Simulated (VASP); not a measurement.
Data:

```yaml
crystal:
  lattice:
    - [0.00000, 3.03901, 3.03901]
    - [3.03901, 0.00000, 3.03901]
    - [3.03901, 3.03901, 0.00000]
  atoms:
    - { symbol: Al, position: [0.00000, 0.00000, 0.00000] }
    - { symbol: Sb, position: [0.25000, 0.25000, 0.25000] }
```

These are rev-vdW-DF2, VASP's PBE PAW potentials (set 64) (plane waves; VASP) values and carry that method's errors. Settings: 520 eV cut-off, 7×7×7 Γ-centred mesh, Gaussian smearing of 0.050 eV, potentials Al Sb.

**Question.** What does the run give for the energy per atom (σ→0), pressure?

**Answer.** 
The energy per atom (σ→0) is -2.691 eV/atom and the pressure comes out as 3.65 GPa.

Only differences to runs with the same potentials and settings are physical.

The compound is AlSb in the zinc blende structure. This cell is one point of a volume scan, at 0.94 of the reference volume.
